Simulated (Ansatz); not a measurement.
## CaO: a prediction, then the measurements

All numbers below come from DFT PBE, scalar-relativistic, plane waves, PAW (Ansatz 0.2.0).

Settings: cutoff 420 eV, Γ-centred mesh 8×8×8 on the computed 2-atom cell, Gaussian smearing of 0.02 eV; no spin polarisation.

Relaxed structure:

```
CELL_PARAMETERS angstrom
0.00000 2.41549 2.41549
2.41549 0.00000 2.41549
2.41549 2.41549 0.00000
ATOMIC_POSITIONS crystal
Ca 0.00000 0.00000 0.00000
O 0.50000 0.50000 0.50000
```

- Space group: Fm-3m (No. 225)
- Volume per atom: 14.09 Å³
- Formation energy from the elements' standard states (uncorrected): -2.947 eV/atom
- Kohn–Sham band gap: 3.66 eV
- Orbital (Löwdin) character of the top 1 eV of the valence band: O 2p 94 %, unprojected 5 %
- Bulk modulus: 105 GPa
- Its pressure derivative: 4.3
- Electronic dielectric constant xx, yy, zz (independent particles): 3.9, 3.9, 3.9
- Bader charge by site (e): Ca (1 in the cell) 1.48, O (1 in the cell) -1.48

**Against measurements.**

Measured lattice constant a of CaO: 4.81 Å (a printed reference work (textbook)). This calculation gives 4.831 Å (+0.4 %). The calculation is for 0 K without zero-point motion.

The cell was reached from a generator's guess, though it ends in a space group that the Crystallography Open Database lists for this formula. Kohn–Sham gaps at this level usually fall short of measured ones.
